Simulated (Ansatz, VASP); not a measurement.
One calculation of CdS (Hawleyite), two programs

```
CELL_PARAMETERS angstrom
0.00000 2.91650 2.91650
2.91650 0.00000 2.91650
2.91650 2.91650 0.00000
ATOMIC_POSITIONS crystal
Cd 0.00000 0.00000 0.00000
S 0.25000 0.25000 0.25000
```

Alike in both runs: task single point; functional PBEsol; k mesh 8 × 8 × 8; no spin polarisation.

```csv
,VASP,Ansatz
version,VASP 6.6.1,Ansatz 0.2.0
potentials or method,"VASP PAW PBE potentials, release 64 (Cd, S)","plane waves, PAW"
plane-wave cutoff (eV),520,420
occupations,"methfessel-paxton of order 1, width 0.1 eV",methfessel-paxton of order 1
valence electrons in the cell,18,26
```

VASP gave:

```
pressure (GPa) : 0.1
```

Task: What did Ansatz give for the same quantities?

Result: Pressure (GPa): -0.3.

The two sets of potentials don't hold the same shells in valence.

Caveats: the PAW data sets were made with another functional, which shifts forces and pressure a little (VASP). PBEsol gaps usually lie below the measured ones, often by a third to a half.
